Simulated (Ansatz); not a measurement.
Wanted: the native input for an Ansatz 0.2.0 run.

| Item | Value |
| --- | --- |
| Task | single point |
| Functional | BLYP |
| Dispersion | D4 |
| Potentials or basis | all-electron LAPW, relativistic spinors |
| Cutoff | 207 eV (chosen from the basis error) |
| Basis error allowed | 0.001 eV/atom |
| k mesh | 7 × 7 × 7 |
| Occupations | gaussian, width 0.05 eV |
| Spin | spin-orbit coupling, no magnetisation |

Crystal: HgTe.

```
CELL_PARAMETERS angstrom
-3.04560 3.04560 1.55941
3.04560 -3.04560 1.55941
3.04560 3.04560 -1.55941
ATOMIC_POSITIONS crystal
Hg 0.75000 0.25000 0.50000
Te 0.00000 0.00000 0.00000
```

Measurements of this composition are mostly on another form, of space group No. 216.

These files were run (other wordings do the same):

input.yaml

```yaml
crystal:
  lattice:
    - [-3.045603, 3.045603, 1.55941]
    - [3.045603, -3.045603, 1.55941]
    - [3.045603, 3.045603, -1.55941]
  atoms:
    - { symbol: Hg, position: [0.75, 0.25, 0.5] }
    - { symbol: Te, position: [0.0, 0.0, 0.0] }
kpoints:
  mp_grid: { grid: [7, 7, 7] }
scf:
  occupations: { method: gaussian, width: 0.05 }
hamiltonian:
  xc: blyp
  dispersion: d4
  pseudopotentials: { kind: all_electron, lapw: { basis_error: 0.001 } }
magnetization:
  noncollinear: true
  spin_orbit: true
output:
  forces: true
  stress: true
  eigenvalues: true
```

Potentials or basis: all-electron LAPW, relativistic spinors.

Command:

```console
$ ansatz run input.yaml --threads 1 --pin off --max-ram 3072MiB --backend cpu --events-out ev --progress --plain --runs-dir out
```

Results of the run:

```json
{
 "Pressure": "-0.7 GPa",
 "Band gap on the k mesh": "none (metal or under the smearing width)"
}
```

Caveat: the k mesh is thin for a metal, which can move the energy by tens of meV per atom; pairwise dispersion overbinds metals, which lowers pressure and volume.

Run time: 2.3 min on 1 thread of Arm Neoverse V2, with other jobs on the host, peak memory 0.6 GiB.
